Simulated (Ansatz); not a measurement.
Cu3Au (Auricupride), 4 atoms in the cell. It takes space group Pm-3m (No. 221, cubic). The conventional cell has a = 3.740 Å, b = 3.740 Å, c = 3.740 Å, α = 90.00°, β = 90.00°, γ = 90.00°. Au (site symmetry m-3m) is surrounded by 12 Cu at 2.64 Å. Cu (site symmetry 4/mmm) has 4 Au at 2.64 Å and 8 Cu at 2.64 Å as nearest neighbours. 

- Program: Ansatz 0.2.0
- Task: band structure
- Functional: PBEsol
- Potentials or basis: Ansatz PAW
- Cutoff: 420 eV (not typed: the program's choice for these potentials)
- k mesh: 5 × 5 × 5
- Occupations: fermi-dirac, width 0.05 eV
- Spin: spin-orbit coupling, no magnetisation
- Path: [["G", "X", "M", "G", "R", "X"], ["M", "R"]]
- Points for each segment of the path: 14

Potentials or basis: Ansatz PAW.

Run with:

```bash
$ ansatz run input.yaml --threads 2 --pin off --max-ram 5632MiB --backend cpu --events-out ev --progress --plain --runs-dir out
```

Hardware: 2 threads of Intel(R) Xeon(R) 6975P-C (Granite Rapids), on a shared host.

How long does it take, and how much memory?

It took 23 s on 2 threads of Intel(R) Xeon(R) 6975P-C (Granite Rapids), with other jobs on the host, peak memory 0.77 GiB. Counts: scf iterations 11, plane waves 1021, k points 10, bands 86.
